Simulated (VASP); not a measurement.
Here is a VASP 6.6.1 calculation.

INCAR

```
ALGO = Normal
EDIFF = 1E-6
ENCUT = 520
GGA = PE
ISIF = 2
ISMEAR = 0
LASPH = True
LCHARG = True
LELF = True
LREAL = False
LVHAR = True
LWAVE = False
NBANDS = 18
NELM = 80
PREC = Accurate
SIGMA = 0.011
```

The input KPOINTS:

```
k-points
0
Gamma
  8 8 8
```

POSCAR

```
InPd
1.0
    3.2718847800      0.0000000000      0.0000000000
    0.0000000000      3.2718847800      0.0000000000
    0.0000000000      0.0000000000      3.2718847800
In Pd
1 1
Direct
    0.0000000000      0.0000000000      0.0000000000
    0.5000000000      0.5000000000      0.5000000000
```

Potentials or basis: VASP PAW PBE potentials, release 64 (In_d, Pd).

Launch:

```console
$ cat potpaw_PBE.64/In_d/POTCAR potpaw_PBE.64/Pd/POTCAR > POTCAR
$ mpirun -np 1 vasp_std > vasp.out
```

(1) Estimate the pressure.

(2) Predict the band gap on the k mesh.

Results:

(1) 3.8 GPa.

(2) none (metal or under the smearing width).
